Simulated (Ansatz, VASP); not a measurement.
# One calculation of W, two programs

```
CELL_PARAMETERS angstrom
-1.57545 1.57545 1.57545
1.57545 -1.57545 1.57545
1.57545 1.57545 -1.57545
ATOMIC_POSITIONS crystal
W 0.00000 0.00000 0.00000
```

Alike in both runs: functional PBEsol; k mesh 24 × 24 × 24; occupations fermi-dirac, width 0.08 eV; no spin polarisation.

Ansatz relaxed the structure, and its values are those at the end. VASP's run is a single point on that final structure, the one shown.

```csv
,VASP,Ansatz
version,VASP 6.6.1,Ansatz 0.2.0
potentials or method,"VASP PAW PBE potentials, release 64 (W_sv)","PAW with Ansatz's default frozen-core files, scalar-relativistic"
plane-wave cutoff (eV),520,420
valence electrons in the cell,14,14
```

VASP gave:

```
pressure (GPa) : 1.7
```

**Question.** What did Ansatz give for the same quantities?

**Answer.** Pressure (GPa): 1.0.

Caveats: the PAW data sets were made with another functional, which shifts forces and pressure a little (VASP). The runs have no spin-orbit coupling, so splittings on W are missing.
